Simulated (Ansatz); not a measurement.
**Phases of SnTe at 32 GPa**

Structure types of SnTe are relaxed in primitive cells with their symmetry kept at 32 GPa, on PAW files; LAPW relaxes the small cells further and takes the PAW cell for the others (marked *). The enthalpy is E + pV at zero temperature, without zero-point motion. Only the types listed were tried, and differences under about 5 meV/atom are mesh noise. The real phase may be another.

All numbers are PBE results (scalar-relativistic) from Ansatz 0.2.0, with Fermi–Dirac smearing of 0.05 eV, no spin polarisation. Methods: LAPW: all electrons, basis error target 0.5 meV/atom; PAW: frozen-core files, cutoff 420 eV.

k meshes: rocksalt 13×13×13, CsCl 13×13×13, zincblende 12×12×12, wurtzite 9×9×5, NiAs 10×10×6.

Spin–orbit coupling is left out, which matters for the heavy atoms.

Q: Which type is lowest in enthalpy, and by how much?

A: CsCl, 185 meV/atom below distorted NiAs. The whole table:

```csv
start type,ends as,"a, b, c (Å)",V (Å³/atom),"H − H(lowest), LAPW (meV/atom)","same, PAW"
rocksalt,"rocksalt, Fm-3m","5.685, 5.685, 5.685",22.97,292.9,292.8
CsCl,"CsCl, Pm-3m","3.469, 3.469, 3.469",20.88,0.0,0.0
zincblende,"zincblende, F-43m","6.087, 6.087, 6.087",28.19,2086.6,2086.8
wurtzite*,"distorted wurtzite, P6_3mc","3.008, 3.008, 10.903",21.36,268.5,268.5
NiAs*,"distorted NiAs, P6_3/mmc","3.169, 3.169, 9.615",20.90,184.5,184.6
```

Q: Split the lead of CsCl over distorted NiAs into energy and pV.

A: For distorted NiAs less CsCl: ΔE = +178.9 meV/atom, and p·ΔV = 32 GPa × +0.0282 Å³ × 6.242 meV/(GPa·Å³) = +5.6 meV/atom, together 184.5 meV/atom. CsCl wins on both counts.
